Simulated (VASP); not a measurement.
Input of a VASP 6.6.1 run:

Contents of INCAR:

```
ALGO = Normal
DIPOL = 0.5 0.5 0.500
EDIFF = 1E-7
ENCUT = 520
GGA = PS
ICORELEVEL = 1
IDIPOL = 3
ISIF = 2
ISMEAR = 0
KPAR = 2
LASPH = T
LCHARG = F
LDIPOL = T
LREAL = F
LVACPOTAV = T
LVHAR = T
LWAVE = F
NELM = 80
PREC = Accurate
SIGMA = 0.03
```

File KPOINTS:

```
k-points
0
Gamma
  12 12 1
```

The input POSCAR:

```
C
1.0
    2.4600223900      0.0000000000      0.0000000000
   -1.2300108000      2.1304416600      0.0000000000
    0.0000000000      0.0000000000     22.0016760000
C
6
Direct
    0.0000000000      0.0000000000      0.3408831200
    0.3333330000      0.6666660000      0.3408831200
    0.0000000000      0.0000000000      0.5000000000
    0.6666670000      0.3333340000      0.5000000000
    0.0000000000      0.0000000000      0.6591168800
    0.3333330000      0.6666660000      0.6591168800
```

Potentials or basis: VASP PAW PBE potentials, release 64 (C).

Command:

```sh
$ cat potpaw_PBE.64/C/POTCAR > POTCAR
$ mpirun -np 2 vasp_std > vasp.out
```

Task: What does it give for the work function of the upper face?

Result: 4.33 eV.

Task: Predict the largest force.

Result: 0.013 eV/Å.

Task: What does it give for the band gap on the k mesh?

Result: None (metal or under the smearing width).

Core levels (eV, on the scale of the bands):
```
atom     levels
 1 C  1s -266.2
 2 C  1s -266.2
 3 C  1s -266.2
 4 C  1s -266.2
 5 C  1s -266.2
 6 C  1s -266.2
```

Caveat: the PAW data sets were made with another functional, which shifts forces and pressure a little.
